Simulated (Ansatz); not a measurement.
**Relaxing LiF**

Theory: DFT PBE, scalar-relativistic, plane waves, PAW in Ansatz. Cutoff 420 eV, Γ-centred k mesh, Gaussian smearing, no spin polarisation in the final step.

LiF was placed on the caesium chloride structure type (Pm-3m, No. 221), with Li in place of Cs, F in place of Cl, at a guessed volume.

```xyz
2
Lattice="2.5846 0.0000 0.0000 0.0000 2.5846 0.0000 0.0000 0.0000 2.5846" Properties=species:S:1:pos:R:3 pbc="T T T"
Li    0.0000    0.0000    0.0000
F     1.2923    1.2923    1.2923
```

Cell and atoms relax at zero pressure; the relaxation can't lower the symmetry of the start.

Energies over the elements count from the elements' standard structures at the same level (F₂ as a molecule), with no empirical corrections.

Problem. Describe the relaxed structure.

Solution. It keeps Pm-3m (No. 221). The result has the caesium chloride structure. Conventional cell: a = 2.560 Å. Li has 8 F at 2.22 Å and 6 Li at 2.56 Å; F has 8 Li at 2.22 Å and 6 F at 2.56 Å.

```
Li F
1.0
     2.56030    0.00000    0.00000
     0.00000    2.56030    0.00000
     0.00000    0.00000    2.56030
Li F
1 1
Direct
  0.00000 0.00000 0.00000
  0.50000 0.50000 0.50000
```

Problem. What are its volume, energy, density and gap?

Solution. The volume per atom is 8.39 Å³ and the density is 2.57 g/cm³. The energy over the elements is -2.649 eV/atom and the gap on the 10×10×10 mesh is 7.50 eV.

The final run used a 10×10×10 mesh on its 2-atom cell and 0.02 eV smearing. Symmetry constrained the relaxation, so the result can be a saddle point. The steps took of the order of 10 core-seconds in all.

This CsCl-type form isn't the usual stable structure of the compound.